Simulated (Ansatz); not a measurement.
The polar optical mode of ZnS at 12 GPa, worked through

Theory: DFT PBEsol, scalar-relativistic, plane waves, PAW (Ansatz). Plane waves to 420 eV; Γ-centred k mesh 10×10×10; fixed occupations. No spin polarisation. Phonons by linear response, acoustic sum rule imposed.

The cell, relaxed at 12 GPa:
```
CELL_PARAMETERS angstrom
0.00000 2.57577 2.57577
2.57577 0.00000 2.57577
2.57577 2.57577 0.00000
ATOMIC_POSITIONS crystal
Zn 0.00000 0.00000 0.00000
S 0.75000 0.75000 0.75000
```

At this pressure the crystal is close to a known change of phase.

Linear response gives ν_TO = 339.1 cm⁻¹, Born charges ±1.781 e (positive on Zn) and ε∞ = 6.126. The primitive cell holds 34.178 Å³, and the masses are 65.380 and 32.060 amu.

Question: Find ν_LO and the static dielectric constant.

Answer: The long-wave field adds a restoring force: ω_LO² − ω_TO² = Z*²e²/(ε_vac ε∞ μV). In these units ν_LO² − ν_TO² = 4.92064×10⁷ Z*²/(μ V ε∞) cm⁻², with μ = m₁m₂/(m₁ + m₂) = 21.512 amu: 34654 cm⁻². So ν_LO = √(339.1² + 34654) = 386.9 cm⁻¹, and the run gives 386.9. Lyddane–Sachs–Teller then gives ε0 = ε∞ (ν_LO/ν_TO)² = 7.97, against 7.97 in the run (it forms both from the same three quantities, so the match checks the arithmetic only). Between ν_TO and ν_LO the dielectric function is negative and an undamped crystal reflects fully: a reststrahlen band from 25.8 to 29.5 μm.

Question: What do the Clausius–Mossotti polarisability and the Szigeti charge come to?

Answer: With the Lorentz local field, α = (3V/4π)(ε∞ − 1)/(ε∞ + 2) = 5.15 Å³ for the pair, and e_S = 3Z*/(ε∞ + 2) = 0.66 e. The Born charge includes the electrons' response to the dipole's own local field, and e_S takes that enhancement out. The Lorentz field assumes point-like polarisable ions, a poor picture once ε∞ is this large, since the electron clouds then overlap or are shared, so both numbers are formal here.

Question: How strongly does a slow electron couple to the LO mode?

Answer: For one isotropic parabolic band, Fröhlich's constant is α_F = (1/ε∞ − 1/ε0) √(m* Ry/ħω_LO), with Ry = 13.606 eV, ħω_LO = 48.0 meV and m* in free-electron masses: α_F = 0.0378 × 16.84 × √m* = 0.64 √m*. The band mass isn't part of this run; for m* = 0.1, 0.3 and 1 it gives 0.20, 0.35, 0.64. In weak coupling the polaron lies α_F ħω_LO below the band edge (17 meV at m* = 0.3) with a mass m*(1 + α_F/6); past α_F of about 5 or 6 that expansion fails. A semilocal functional's ε∞ tends to be too large, which taken alone lowers α_F.

Cost: 1 run of about 1.1 core-minutes, on Arm Neoverse V1 (shared hosts).

Compressed ZnS responds to a static field mainly through its electrons: ε∞ is 6.126, and the lattice raises the total only to 7.97. The polar mode carries a substantial dynamical charge, but stiff, directional sp³ bonds resist the relative displacement of Zn and S, so the ionic contribution stays small. Electronic screening also weakens the long-range field that lifts the LO mode above the TO mode, whereas the ionic part of the static constant depends only on the Born charge, the cell volume, the reduced mass and the TO frequency. The Born charge of 1.781 e measures polarisation produced by displacement, including charge flow along the bonds, and so is not a static ionic charge.

The firm TO mode at 339.1 cm⁻¹ shows no polar instability at the zone centre. That is compatible with a nearby transition, since zinc blende normally gives way to a denser, six-coordinate structure by a first-order reconstruction, and the pressure-softened modes of such lattices are typically transverse acoustic ones near the zone boundary, which a zone-centre calculation does not test.
